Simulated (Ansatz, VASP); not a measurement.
Pt: VASP beside Ansatz

```
CELL_PARAMETERS angstrom
0.00000 1.94129 1.96090
1.94129 0.00000 1.96090
1.94129 1.94129 0.00000
ATOMIC_POSITIONS crystal
Pt 0.00000 0.00000 0.00000
```

Alike in both runs: task single point; functional PBE; k mesh 12 × 12 × 12; occupations fermi-dirac, width 0.05 eV; no spin polarisation.

```csv
,VASP,Ansatz
version,VASP 6.6.1,Ansatz 0.2.0
potentials or method,"VASP PAW PBE potentials, release 64 (Pt)",Ansatz PAW
plane-wave cutoff (eV),520,420
valence electrons in the cell,10,18
```

Ansatz gave:

| Item | Value |
| --- | --- |
| gap on the k mesh at the Fermi level (eV) | none |
| pressure (GPa) | 16.6 |
| largest component of the traceless stress (GPa) | 0.41 |

Question: Estimate VASP's values.

Answer: gap on the k mesh at the Fermi level (eV): none; pressure (GPa): 16.1; largest component of the traceless stress (GPa): 0.41.

A gap of «none» marks a metal or a gap that the smearing closes. With one functional, cell and mesh, what is left measures potentials, basis and numerics. The two sets of potentials don't hold the same shells in valence.

Caveats: so large a pressure means that the cell lies far from this level's equilibrium, or that cutoff or potentials fall short (VASP). Spin-orbit coupling is left out, which matters for the levels of Pt.
